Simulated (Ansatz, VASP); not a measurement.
# MgO in VASP and in Ansatz

```
CELL_PARAMETERS angstrom
0.00000 2.13515 2.13515
2.13515 0.00000 2.13515
2.13515 2.13515 0.00000
ATOMIC_POSITIONS crystal
Mg 0.00000 0.00000 0.00000
O 0.50000 0.50000 0.50414
```

Change from the starting cell: all O atoms moved +0.013 Å, as atom 2 along Cartesian [1 1 0].

Alike in both runs: task single point; functional PBEsol; k mesh 10 × 10 × 10; occupations gaussian, width 0.05 eV; no spin polarisation.

|  | VASP | Ansatz |
| --- | --- | --- |
| version | VASP 6.6.1 | Ansatz 0.2.0 |
| potentials or method | VASP PAW PBE potentials, release 64 (Mg, O) | scalar-relativistic, plane waves, PAW |
| plane-wave cutoff (eV) | 520 | 420 |
| valence electrons in the cell | 8 | 16 |

Ansatz gave:

* gap on the k mesh at the Fermi level (eV): 4.25
* least direct gap on the mesh (eV): 4.25
* pressure (GPa): -5.7
* rms of the force components (eV/Å): 0.032

Problem. Estimate VASP's values.

Solution. gap on the k mesh at the Fermi level (eV): 4.25; least direct gap on the mesh (eV): 4.25; pressure (GPa): -6.3; rms of the force components (eV/Å): 0.032.

Atom by atom the forces differ by 0.000 eV/Å (rms over components). The functional is the same, so the differences come from potentials, cutoffs and numerics. The two sets of potentials don't hold the same shells in valence.

Caveats: the PAW data sets were made with another functional, which shifts forces and pressure a little (VASP).
